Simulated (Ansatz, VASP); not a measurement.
HfN in VASP and in Ansatz

```
CELL_PARAMETERS angstrom
0.00000 2.55301 2.55301
2.55301 0.00000 2.55301
2.55301 2.55301 0.00000
ATOMIC_POSITIONS crystal
Hf 0.00000 0.00000 0.00000
N 0.75000 0.75000 0.75000
```

Change from the starting cell: strain +0.040 along x and y, +0.040 along z, atoms carried along.

Alike in both runs: task single point; functional PBEsol; k mesh 16 × 16 × 16; occupations gaussian, width 0.15 eV; no spin polarisation.

```csv
,VASP,Ansatz
version,VASP 6.6.1,Ansatz 0.2.0
potentials or method,"VASP PAW PBE potentials, release 64 (Hf_pv, N)","scalar-relativistic, plane waves, PAW"
plane-wave cutoff (eV),520,420
valence electrons in the cell,15,31
```

|  | VASP | Ansatz | Ansatz less VASP |
| --- | --- | --- | --- |
| gap on the k mesh at the Fermi level (eV) | none | none | - |
| pressure (GPa) | -22.8 | -21.8 | +0.97 |

A gap of «none» marks a metal or a gap that the smearing closes. The two sets of potentials don't hold the same shells in valence.

Caveats: so large a pressure means that the cell lies far from this level's equilibrium, or that cutoff or potentials fall short (VASP); the potentials were made for another functional, which shifts forces and pressure (VASP). Spin-orbit coupling is left out, which matters for the levels of Hf.
